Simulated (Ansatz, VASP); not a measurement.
## Two plane-wave programs on MgO

INCAR

```
PREC = Accurate ; ENCUT = 520
EDIFF = 1E-6 ; ISMEAR = 0
SIGMA = 0.05 ; LREAL = F
LASPH = T ; NELM = 80
ALGO = Normal ; ISIF = 2
LWAVE = F ; LCHARG = F
GGA = CA ; NBANDS = 11
```

The input KPOINTS:

```
regular mesh
0
Gamma
  10 10 10
```

Contents of POSCAR:

```
MgO
1.0
    0.0000000000      2.1351500000      2.1351500000
    2.1351500000      0.0000000000      2.1351500000
    2.1351500000      2.1351500000      0.0000000000
Mg O
1 1
Direct
    0.0000000000      0.0000000000      0.0000000000
    0.5175631689      0.5175631689      0.4824368311
```

Input for Ansatz:

```yaml
crystal:
  lattice:
    - [0.0, 2.13515, 2.13515]
    - [2.13515, 0.0, 2.13515]
    - [2.13515, 2.13515, 0.0]
  atoms:
    - { symbol: Mg, position: [0.0, 0.0, 0.0] }
    - { symbol: O, position: [0.5175631689, 0.5175631689, 0.4824368311] }
basis:
  ecutwfc: 420
kpoints:
  mp_grid: { grid: [10, 10, 10] }
hamiltonian:
  xc: lda
scf:
  occupations: { method: gaussian, width: 0.05 }
output:
  forces: true
  stress: true
  eigenvalues: true
```

Change from the starting cell: all O atoms moved +0.075 Å, as atom 2 along Cartesian [0 0 1].

Alike in both runs: task single point; functional LDA; k mesh 10 × 10 × 10; occupations gaussian, width 0.05 eV; no spin polarisation.

|  | VASP | Ansatz |
| --- | --- | --- |
| version | VASP 6.6.1 | Ansatz 0.2.0 |
| potentials or method | VASP PAW LDA potentials, release 64 (Mg, O) | scalar-relativistic, plane waves, PAW |
| plane-wave cutoff (eV) | 520 | 420 |
| valence electrons in the cell | 8 | 16 |

Ansatz gave:

- gap on the k mesh at the Fermi level (eV): 4.26
- least direct gap on the mesh (eV): 4.26
- pressure (GPa): -11.1
- largest component of the traceless stress (GPa): 1.08
- rms of the force components (eV/Å): 0.179

Problem. Estimate VASP's values.

Solution. gap on the k mesh at the Fermi level (eV): 4.26; least direct gap on the mesh (eV): 4.26; pressure (GPa): -12.7; largest component of the traceless stress (GPa): 1.11; rms of the force components (eV/Å): 0.184.

Atom by atom the forces differ by 0.005 eV/Å (rms over components). The two sets of potentials don't hold the same shells in valence.
